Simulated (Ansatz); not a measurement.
A 3-atom cell of CaF2 started from a crystallographic database, relaxed with r2SCAN in Ansatz 0.2.0: space group Fm-3m (No. 225), cubic; conventional cell a = 5.439 Å, 13.41 Å³ an atom. Ca is surrounded by 8 F at 2.36 Å; F is surrounded by 4 Ca at 2.36 Å. The primitive cell holds 3 atoms in 40.23 Å³. No spin polarisation and no zero-point or thermal motion.

Computed values: PBE gives a gap of 7.38 eV and PBE0 (25 % exact exchange) 10.21 eV; one over PBE's mean ε∞ is 0.437. HSE06 (6×6×6) gives a least gap of 9.45 eV and a least direct gap of 9.72 eV. In PBE's bands the lowest conduction level rises by 0.091 eV from Γ to the point 0.1155 1/Å along Γ–X; the direct gap at Γ is 7.63 eV. PBEsol's static dielectric constant, on its own cell, is 8.1. r2SCAN's ε∞ is 2.19.

Task: What is the density?

Result: The cell holds 1 Ca, 2 F: M = 1×40.078 + 2×18.998 = 78.07 u in V = 40.23 Å³. ρ = 1.66054 × M/V = 1.66054 × 78.07/40.23 = 3.222 g/cm³, for the static r2SCAN lattice.

Task: Taking the gap as linear in the share of unscreened exchange, estimate the gap of the hybrid whose share is 1/ε∞.

Result: The slope is (10.21 − 7.38)/0.25 = 11.32 eV per unit share, so E_g ≈ 7.38 + 11.32 × 0.437 = 12.33 eV. The run with that share gives 12.40 eV (6×6×6 mesh), +0.07 eV from the straight line.

Task: At what wavelength does absorption set in by HSE06, excitons left aside?

Result: λ = 1239.84 eV nm/E: 131 nm for the least gap, where it needs phonons and is weak, and 128 nm for direct transitions. That lies in the ultraviolet, so by this gap the crystal is transparent to visible light.

Task: Estimate the electron mass at Γ from the rise of PBE's conduction level.

Result: A parabola gives m*/mₑ = (ħ²/2mₑ) k²/ΔE = 3.810 × 0.1155²/0.091 = 0.559. The band flattens away from Γ; with E(1 + E/E_g) = ħ²k²/2m* the mass at the edge is 0.559/(1 + 0.091/7.63) = 0.552 (1/E_g is only a rough value for the bending). It is PBE's mass, and a gap that is too small makes it too light.

Task: With that mass, what binding energy and radius does a hydrogenic donor have?

Result: E_D = 13.606 eV × m*/ε⁰² = 13.606 × 0.552/8.1² = 114 meV; a_D = 0.529 Å × ε⁰/m* = 8 Å. That is only a cell or two, so the model fails here and the numbers are a rough scale.

Task: What refractive index and reflectivity at normal incidence follow, below the gap and above the phonons?

Result: n = √2.19 = 1.480; R = ((n − 1)/(n + 1))² = (0.480/2.480)² = 3.7 % a face.

Task: As a gate dielectric 5 nm thick, what equivalent oxide thickness and capacitance would it have, with 3.9 for amorphous SiO₂?

Result: EOT = t × 3.9/κ = 5 × 3.9/8.1 = 2.41 nm; C/A = ε₀κ/t = 8.854 × 8.1/5 = 14.3 fF/µm². This takes the ideal crystal's mean κ, without interface layers.

The meshes of the hybrids are coarse, so their gaps aren't converged to the digits shown.
